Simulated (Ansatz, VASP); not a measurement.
## Two plane-wave programs on HfN

INCAR

```
  PREC = Accurate
  ENCUT = 520
  EDIFF = 1E-7
  ISMEAR = 0
  SIGMA = 0.15
  LREAL = False
  LASPH = True
  NELM = 60
  ALGO = Normal
  ISIF = 2
  LWAVE = False
  LCHARG = True
  GGA = PS
  LELF = True
  LVHAR = True
  NBANDS = 14
```

Contents of KPOINTS:

```
regular mesh
0
Gamma
  20 20 20
```

POSCAR

```
HfN
1.0
    0.0000000000      2.2225581436      2.3336860508
    2.2225581436      0.0000000000      2.3336860508
    2.2225581436      2.2225581436      0.0000000000
Hf N
1 1
Direct
    0.0000000000      0.0000000000      0.0000000000
    0.5000000000      0.5000000000      0.5000000000
```

Input for Ansatz:

```yaml
crystal:
  lattice:
    - [0.0, 2.2225581436, 2.3336860508]
    - [2.2225581436, 0.0, 2.3336860508]
    - [2.2225581436, 2.2225581436, 0.0]
  atoms:
    - { symbol: Hf, position: [0.0, 0.0, 0.0] }
    - { symbol: "N", position: [0.5, 0.5, 0.5] }
basis:
  ecutwfc: 420
kpoints:
  mp_grid: { grid: [20, 20, 20] }
hamiltonian:
  xc: pbesol
scf:
  occupations: { method: gaussian, width: 0.15 }
output:
  forces: true
  stress: true
  eigenvalues: true
```

Alike in both runs: task single point; functional PBEsol; k mesh 20 × 20 × 20; occupations gaussian, width 0.15 eV; no spin polarisation.

|  | VASP | Ansatz |
| --- | --- | --- |
| version | VASP 6.6.1 | Ansatz 0.2.0 |
| potentials or method | VASP PAW PBE potentials, release 64 (Hf_pv, N) | scalar-relativistic, plane waves, PAW |
| plane-wave cutoff (eV) | 520 | 420 |
| valence electrons in the cell | 15 | 31 |

Ansatz gave:

- gap on the k mesh at the Fermi level (eV): none
- pressure (GPa): -1.6
- largest component of the traceless stress (GPa): 14.99

Question: Which values does VASP return?

Answer: gap on the k mesh at the Fermi level (eV): none; pressure (GPa): -3.7; largest component of the traceless stress (GPa): 14.84.

A gap of «none» marks a metal or a gap that the smearing closes. The two sets of potentials don't hold the same shells in valence.

Caveats: the PAW data sets were made with another functional, which shifts forces and pressure a little (VASP). Spin-orbit coupling is left out, which matters for the levels of Hf.
